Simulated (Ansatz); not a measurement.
All numbers below come from DFT PBE, scalar-relativistic, plane waves, PAW in Ansatz 0.2.0. Settings: cutoff 420 eV, Γ-centred meshes spaced at most about 0.3 Å⁻¹, and about 0.25 Å⁻¹ or finer for metals (2π included), Gaussian smearing. No spin polarisation.

Energies count from the standard state of Cu at the same level.

All energies are static (0 K, no zero-point motion). The comparison covers the computed candidates alone.

A search for Cu sheets gave 4 distinct relaxed structures. All are two-dimensional sheets, periodic along a and b, with vacuum along c. Coordination counts all near atoms (those within 1.25 times the shortest distance at each site). Cells relaxed within their symmetry can be saddle points.

**Question.** What is the best candidate for Cu?

**Answer.** The one with layer group p6/mmm (No. 80), reached from: random sheet. It has a = 2.454 Å, b = 2.454 Å, γ = 120.0°, thickness 2.48 Å between the outermost nuclei, 2.6 Å²/atom, no gap on the mesh. Cu at height 2.48 Å has 7 Cu at 2.45–2.48 Å. Its energy over the standard state is +0.56 eV/atom. So it is a metastable form at best.

```
CELL_PARAMETERS angstrom
2.45422 0.00000 0.00000
-1.22711 2.12541 0.00000
0.00000 0.00000 29.11543
ATOMIC_POSITIONS crystal
Cu 0.00000 0.00000 0.33459
Cu 0.00000 0.00000 0.24929
```

**Question.** How much higher is the p6/mmm structure with 5.1 Å²/atom and coordination Cu 6 (reached from: random sheet)?

**Answer.** 159 meV/atom. It has no gap on its mesh.

**Question.** How much higher is the p4/mmm structure with 5.5 Å²/atom and coordination Cu 4 (reached from: random sheet)?

**Answer.** 0.48 eV/atom. It has no gap on its mesh.
